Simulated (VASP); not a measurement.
Runs of VASP 6.6.1 on Re. The cell holds a sheet with vacuum, 2 atoms: a = 2.744 Å, b = 2.744 Å, c = 28.798 Å, α = 90.00°, β = 90.00°, γ = 120.00°. The cell was built by a generator and needn't be a form met in nature.

| cell | k mesh | mesh quality | gap on the mesh (eV) | largest force (eV/Å) | work function (eV) |
| --- | --- | --- | --- | --- | --- |
| P6/mmm, 93.87 Å³/atom | 6 × 6 × 1 | coarse | none | 0.48 | 4.79 |
| P6/mmm, 93.99 Å³/atom | 24 × 24 × 1 | not flagged | none | 0.51 | - |
| P6/mmm, 94.13 Å³/atom | 9 × 9 × 1 | not flagged | none | 0.50 | - |
| P6/mmm, 93.87 Å³/atom | 9 × 9 × 1 | not flagged | none | (a) | (c) |
| P6/mmm, 94.13 Å³/atom | 24 × 24 × 1 | not flagged | none | (b) | 4.88 |
| P6/mmm, 106.19 Å³/atom | 6 × 6 × 1 | not flagged | none | 5.92 | - |

Alike in all rows: task single point; level PBE; potentials or basis VASP PAW PBE potentials, release 64 (Re); no spin polarisation; cutoff (eV) 520; smearing gaussian 0.1 eV.

Question: Estimate the missing entries.

Answer: (a) 0.62; (b) 0.46; (c) 4.94.

Caveats: some runs use coarse meshes.

A k mesh can miss the band edges, and the runs leave out spin-orbit coupling on Re.

A gap of «none» marks a metal or a gap under the smearing width.
